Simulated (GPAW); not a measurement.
GaN:

```xyz
8
Lattice="3.2115 0.0000 0.0000 -1.6058 2.7813 0.0000 0.0000 0.0000 10.3568" Properties=species:S:1:pos:R:3 pbc="T T T"
Ga    0.0000    0.0000    8.1391
Ga    1.6058    0.9271    0.3868
Ga    0.0000    1.8542    5.5652
Ga    0.0000    0.0000    2.9607
N     0.0000    0.0000    0.9636
N     1.6058    0.9271    3.5601
N     0.0000    0.0000    6.1420
N     0.0000    1.8542    8.7385
```

The cell is a database's computed one.

Base run:

| Quantity | Value |
| --- | --- |
| Program | GPAW 26.7.0 |
| Functional | PBE |
| Potentials or basis | GPAW PAW data sets (gpaw-data 1.2.1) |
| Cutoff | 800 eV |
| Basis | pw |
| k mesh | 10 × 10 × 3 |
| Occupations | fermi-dirac, width 0.05 eV |
| Spin | no spin polarisation |

Its results: band gap on the k mesh 0.86 eV, direct; pressure 5.7 GPa; largest force 0.802 eV/Å.

Q: The run is repeated on the same cell with these changes: functional from PBE to r2SCAN; k mesh from 10 × 10 × 3 to 6 × 6 × 2. What comes out?

A: Band gap on the k mesh 1.28 eV, direct; pressure -2.2 GPa; largest force 0.596 eV/Å.

Several settings changed at once, so the effect can't be laid on one alone.

Caveats: the PAW data sets were made with another functional, which shifts forces and pressure a little (some runs).
